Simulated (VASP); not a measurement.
# InP (Fm-3m) in VASP: further runs, part 3 of 3

VASP 6.6.1. Earlier steps stand in the parts before.

## (6) Single point, PBEsol

File INCAR:

```
SYSTEM = InP
  PREC = Normal
  ENCUT = 500
  EDIFF = 1E-6
  ISMEAR = 0
  SIGMA = 0.05
  LREAL = .False.
  LASPH = .True.
  NELM = 100
  ALGO = Normal
  ISIF = 2
  LWAVE = .False.
  LCHARG = .False.
  GGA = PS
  ADDGRID = .False.
```

File KPOINTS:

```
regular mesh
0
Gamma
  7 7 7
  0 0 0
```

File POSCAR:

```
InP
1.0
    0.0000000000      2.7688340000      2.7688340000
    2.7688340000      0.0000000000      2.7688340000
    2.7688340000      2.7688340000      0.0000000000
In P
1 1
Direct
    0.0000000000      0.0000000000      0.0000000000
    0.5000000000      0.5000000000      0.5000000000
```

Potentials or basis: VASP PAW PBE potentials, release 64 (In_d, P).

Command:

```sh
$ cat potpaw_PBE.64/In_d/POTCAR potpaw_PBE.64/P/POTCAR > POTCAR
$ mpirun -np 1 vasp_std > vasp.out
```

OUTCAR:

```text
SYSTEM = InP
   PREC = Normal
   ENCUT = 500
   EDIFF = 1E-6
   ISMEAR = 0
   LREAL = .False.
   LASPH = .True.
   NELM = 100
   ISIF = 2
   GGA = PS

 Found     20 irreducible k-points:

 Following reciprocal coordinates:
            Coordinates               Weight
  0.000000  0.000000  0.000000      1.000000
  0.142857  0.000000  0.000000      8.000000
  0.285714  0.000000  0.000000      8.000000
  0.428571  0.000000  0.000000      8.000000
  0.142857  0.142857  0.000000      6.000000
  0.285714  0.142857  0.000000     24.000000
   k-points           NKPTS =     20   k-points in BZ     NKDIM =     20   number of bands    NBANDS=     13
   number of dos      NEDOS =    301   number of ions     NIONS =      2
   total plane-waves  NPLWV =  13824
   dimension x,y,z NGX =    24 NGY =   24 NGZ =   24
   dimension x,y,z NGXF=    48 NGYF=   48 NGZF=   48
   ions per type =               1   1
   NGX,Y,Z   is equivalent  to a cutoff of  10.19, 10.19, 10.19 a.u.
   NGXF,Y,Z  is equivalent  to a cutoff of  20.38, 20.38, 20.38 a.u.
 SYSTEM =  InP
   PREC   = normal    normal or accurate (medium, high low for compatibility)
   ISTART =      0    job   : 0-new  1-cont  2-samecut
   ICHARG =      2    charge: 1-file 2-atom 10-const
   ISPIN  =      1    spin polarized calculation?
   LNONCOLLINEAR =      F non collinear calculations
   LSORBIT =      F    spin-orbit coupling
   LASPH  =      T    aspherical Exc in radial PAW
   ENCUT  =  500.0 eV  36.75 Ry    6.06 a.u.   7.14  7.14  7.14*2*pi/ulx,y,z
   NELM   =    100;   NELMIN=  2; NELMDL= -5     # of ELM steps
   EDIFF  = 0.1E-05   stopping-criterion for ELM
   LREAL  =      F    real-space projection
   EDIFFG = 0.1E-04   stopping-criterion for IOM
   NSW    =      0    number of steps for IOM
   IBRION =     -1    ionic relax: 0-MD 1-quasi-New 2-CG
   NFREE  =      0    steps in history (QN), initial steepest desc. (CG)
   ISIF   =      2    stress and relaxation
   ISYM   =      2    0-nonsym 1-usesym 2-fastsym
   POTIM  = 0.5000    time-step for ionic-motion
   TEBEG  =    0.0;   TEEND  =   0.0 temperature during run
   PSTRESS=    0.0 pullay stress
   NELECT =      18.0000    total number of electrons
   NUPDOWN=      -1.0000    fix difference up-down
   EMIN   =  10.00;   EMAX   =-10.00  energy-range for DOS
   EFERMI =   0.00;   METHOD = LEGACY
   ISMEAR =     0;   SIGMA  =   0.05  broadening in eV -4-tet -1-fermi 0-gaus
   EFERMI_NEDOS =   21; number of points for ismear=-14 and -15
   IALGO  =     38    algorithm
   IMIX   =      4    mixing-type and parameters
     AMIX     =   0.40;   BMIX     =  1.00
     AMIX_MAG =   1.60;   BMIX_MAG =  1.00
  volume/ion in A,a.u.               =      21.23       143.25
  Fermi-wavevector in a.u.,A,eV,Ry     =   1.229869  2.324115 20.579860  1.512577
  Thomas-Fermi vector in A             =   2.364739
   LORBIT       =      0    0 simple, 1 ext, 2 COOP (PROOUT), +10 PAW based schemes
   GGA     = PS    functional components
   LHFCALC =     F    Hartree Fock is set to
   AEXX    =    0.0000 exact exchange contribution
   IVDW    =     0    specifies the selected vdW correction
   LEPSILON=     F    determine dielectric tensor
   LRPA    =     F    only Hartree local field effects (RPA)
 non-spin polarized calculation
 Gauss-broadening in eV      SIGMA  =   0.05
  energy-cutoff  :      500.00
  volume of cell :       42.45
 maximum number of plane-waves:      1087
   NGX = 15   NGY = 15   NGZ = 15

 number of electron      18.0000011 magnetization

 Free energy of the ion-electron system (eV)
  ---------------------------------------------------
  ext. energy  EPLUGINS =         0.00000000
  ---------------------------------------------------
  free energy    TOTEN  =        -8.78417446 eV

  energy without entropy =       -8.78238748  energy(sigma->0) =       -8.78328097

 E-fermi :   7.0374     XC(G=0): -10.5523

 val. band max:        6.8361832598   @ k =   0.2857   0.0000   0.0000
 cond. band min:       7.0374224467   @ k =   0.4286   0.0000   0.0000
 fundamental gap:      0.2012391869
 Fermi energy:         7.0373603677

 k-point     1 :       0.0000    0.0000    0.0000
  band No.  band energies     occupation
      1      -7.1890      2.00000
      2      -7.1890      2.00000
      3      -7.1670      2.00000
      4      -7.1670      2.00000
      5      -7.1670      2.00000
      6      -5.1092      2.00000
      7       6.6436      2.00000
      8       6.6436      2.00000
      9       6.6436      2.00000
     10       7.3945      0.00000
     11      13.9872      0.00000
     12      13.9872      0.00000
     13      13.9872      0.00000

 k-point     2 :       0.1429    0.0000    0.0000
  band No.  band energies     occupation
      1      -7.1993      2.00000
      2      -7.1993      2.00000
      3      -7.1678      2.00000
      4      -7.1529      2.00000
      5      -7.1529      2.00000
      6      -4.8550      2.00000
      7       4.6281      2.00000
      8       6.6869      2.00000
      9       6.6869      2.00000
     10       8.9904      0.00000
     11      12.8452      0.00000
     12      13.2667      0.00000
     13      13.2667      0.00000

 k-point     3 :       0.2857    0.0000    0.0000
  band No.  band energies     occupation
      1      -7.2265      2.00000
      2      -7.2265      2.00000
      3      -7.1726      2.00000
      4      -7.1168      2.00000
      5      -7.1168      2.00000
      6      -4.1320      2.00000
      7       2.3238      2.00000
      8       6.8362      2.00000
      9       6.8362      2.00000
     10       9.6262      0.00000
     11      11.5212      0.00000
     12      11.5212      0.00000
     13      12.2311      0.00000

 k-point     4 :       0.4286    0.0000    0.0000
  band No.  band energies     occupation
      1      -7.2488      2.00000
      2      -7.2488      2.00000
      3      -7.1784      2.00000
      4      -7.0870      2.00000
      5      -7.0870      2.00000
      6      -3.2135      2.00000
      7       0.5541      2.00000
      8       7.0374      0.99860
      9       7.0374      0.99860
     10       9.3793      0.00000
     11      10.4350      0.00000
     12      10.4350      0.00000
     13      12.0993      0.00000

 k-point     5 :       0.1429    0.1429    0.0000
  band No.  band energies     occupation
      1      -7.2272      2.00000
      2      -7.1799      2.00000
      3      -7.1776      2.00000
      4      -7.1467      2.00000
      5      -7.1467      2.00000
      6      -4.7584      2.00000
      7       4.8526      2.00000
      8       6.1758      2.00000
      9       6.1758      2.00000
     10       9.5811      0.00000
     11      11.7960      0.00000
     12      12.7164      0.00000
     13      13.9852      0.00000

 k-point     6 :       0.2857    0.1429    0.0000
  band No.  band energies     occupation
      1      -7.2712      2.00000
      2      -7.1909      2.00000
      3      -7.1802      2.00000
      4      -7.1269      2.00000
      5      -7.1129      2.00000
      6      -4.1633      2.00000
      7       3.1355      2.00000
      8       5.9305      2.00000
      9       6.2139      2.00000
     10       9.1833      0.00000
     11      11.3941      0.00000
     12      12.5139      0.00000
     13      13.3362      0.00000

 [... further k-points ...]

------------------------ aborting loop because EDIFF is reached ----------------------------------------

  FORCE on cell =-STRESS in cart. coord.  units (eV):
  Direction    XX          YY          ZZ          XY          YZ          ZX
  --------------------------------------------------------------------------------------
  -------------------------------------------------------------------------------------
  Total       -0.8749163     -0.8749163     -0.8749163     -0.0000000     -0.0000000      0.0000000
  in kB      -33.0184254    -33.0184254    -33.0184254     -0.0000000     -0.0000000      0.0000000
  external PRESSURE =     -33.0184254 kB  Pullay stress =       0.0000000 kB

 VOLUME and BASIS-vectors are now :
 -----------------------------------------------------------------------------
  energy-cutoff  :      500.00
  volume of cell :       42.45
      direct lattice vectors                 reciprocal lattice vectors
     0.000000000  2.768834000  2.768834000    -0.180581429  0.180581429  0.180581429
     2.768834000  0.000000000  2.768834000     0.180581429 -0.180581429  0.180581429
     2.768834000  2.768834000  0.000000000     0.180581429  0.180581429 -0.180581429

 POSITION                                       TOTAL-FORCE (eV/Angst)
 -----------------------------------------------------------------------------------
      0.00000      0.00000      0.00000        -0.000000      0.000000     -0.000000
      2.76883      2.76883      2.76883         0.000000     -0.000000      0.000000
 -----------------------------------------------------------------------------------
    total drift:                                0.000000     -0.000000     -0.000000

  FREE ENERGIE OF THE ION-ELECTRON SYSTEM (eV)
  ---------------------------------------------------
  free  energy   TOTEN  =        -8.7841744631 eV

  energy  without entropy=       -8.7823874822  energy(sigma->0) =       -8.78328097
```

OSZICAR:

```text
N       E                     dE             d eps       ncg     rms          rms(c)
DAV:   1     0.109261235902E+03    0.10926E+03   -0.87318E+03   520   0.158E+03
DAV:   2    -0.187482309373E+01   -0.11114E+03   -0.10828E+03   560   0.335E+02
DAV:   3    -0.887231271863E+01   -0.69975E+01   -0.68652E+01   680   0.848E+01
DAV:   4    -0.904247646182E+01   -0.17016E+00   -0.17004E+00   610   0.141E+01
DAV:   5    -0.905000727237E+01   -0.75308E-02   -0.75303E-02   773   0.270E+00    0.455E+00
DAV:   6    -0.879611127595E+01    0.25390E+00   -0.58341E-01   733   0.154E+01    0.259E+00
DAV:   7    -0.878658875526E+01    0.95225E-02   -0.64043E-02   731   0.269E+00    0.108E+00
DAV:   8    -0.878425215087E+01    0.23366E-02   -0.41216E-03   565   0.855E-01    0.169E-01
DAV:   9    -0.878416563129E+01    0.86520E-04   -0.37000E-04   823   0.319E-01    0.784E-02
DAV:  10    -0.878417213705E+01   -0.65058E-05   -0.26150E-05   651   0.552E-02    0.291E-02
DAV:  11    -0.878417441784E+01   -0.22808E-05   -0.40763E-06   595   0.200E-02    0.384E-03
DAV:  12    -0.878417446308E+01   -0.45239E-07   -0.17276E-07   290   0.777E-03
   1 F= -.87841745E+01 E0= -.87832810E+01  d E =-.178698E-02
```

stdout:

```text
POSCAR found type information on POSCAR InP
 POSCAR found :  2 types and       2 ions
 scaLAPACK will be used
 -----------------------------------------------------------------------------
|                                                                             |
|                                                                             |
|     You enforced a specific xc type in the INCAR file but a different       |
|     I HOPE YOU KNOW WHAT YOU ARE DOING!                                     |
|                                                                             |
 -----------------------------------------------------------------------------

 LDA part: xc-table for (Slater+PW92), standard interpolation
 POSCAR, INCAR and KPOINTS ok, starting setup
 FFT: planning ... GRIDC
 FFT: planning ... GRID_SOFT
 FFT: planning ... GRID
 WAVECAR not read
 entering main loop
```

Wall time 2.9 s (1 thread of Intel Xeon 6975P-C (Granite Rapids), shared host); peak memory 0.14 GiB.

These settings aren't checked as converged: the numbers below hold their error.

Results:

```yaml
Free_energy: -8.7842 eV
Pressure: -3.3 GPa
Band_gap_on_the_k_mesh: none (metal or under the smearing width)
```

Caveat: the PAW data sets were made with another functional, which shifts forces and pressure a little.

## (7) The reference run

An earlier run on the cell as given: functional PBE; potentials or basis VASP PAW PBE potentials, release 64 (In_d, P); cutoff 520 eV; k mesh 8 × 8 × 8; occupations fermi-dirac, width 0.05 eV; no spin polarisation.

- Pressure: -0.1 GPa
- Band gap on the k mesh: none (metal or under the smearing width)
